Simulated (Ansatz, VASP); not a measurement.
Al in VASP and in Ansatz

File INCAR:

```
ALGO = Normal
EDIFF = 1E-7
EDIFFG = -0.005
ENCUT = 600
IBRION = 2
ISIF = 3
ISMEAR = 0
LASPH = True
LCHARG = False
LREAL = False
LWAVE = False
NELM = 60
NSW = 100
PREC = Accurate
SIGMA = 0.1
```

KPOINTS

```
k-points
0
Gamma
  18 18 18
```

Contents of POSCAR:

```
Al
1.0
    0.0000000000      2.0239800000      2.0239800000
    2.0239800000      0.0000000000      2.0239800000
    2.0239800000      2.0239800000      0.0000000000
Al
1
Direct
    0.0000000000      0.0000000000      0.0000000000
```

Input for Ansatz:

```yaml
crystal:
  lattice:
    - [0.0, 2.02398, 2.02398]
    - [2.02398, 0.0, 2.02398]
    - [2.02398, 2.02398, 0.0]
  atoms:
    - { symbol: Al, position: [0.0, 0.0, 0.0] }
basis:
  ecutwfc: 420
kpoints:
  mp_grid: { grid: [18, 18, 18] }
hamiltonian:
  xc: lda
scf:
  occupations: { method: gaussian, width: 0.1 }
output:
  forces: true
  stress: true
  eigenvalues: true
relax:
  adjacent_minimum: "off"
  f_tol: 0.005
  max_steps: 80
  cell: { stress_tol: 0.05 }
```

Alike in both runs: task relaxation of cell and atoms; functional LDA; k mesh 18 × 18 × 18; occupations gaussian, width 0.1 eV; no spin polarisation.

|  | VASP | Ansatz |
| --- | --- | --- |
| version | VASP 6.6.1 | Ansatz 0.2.0 |
| potentials or method | VASP PAW LDA potentials, release 64 (Al) | scalar-relativistic, plane waves, PAW |
| plane-wave cutoff (eV) | 600 | 420 |
| valence electrons in the cell | 3 | 3 |

```tsv
	VASP	Ansatz	Ansatz less VASP
gap on the k mesh at the Fermi level, each at its own relaxed structure (eV)	none	none	-
relaxed volume (Å³/atom)	15.82	15.80	-0.013
relaxed cell length with the largest relative difference (Å)	2.818	2.817	-0.0008
energy change over the relaxation (meV/atom)	-9	-9	-0.3
```

A gap of «none» marks a metal or a gap that the smearing closes.

LDA usually gives volumes a few per cent too small. Zero-point motion and thermal expansion aren't in these numbers.
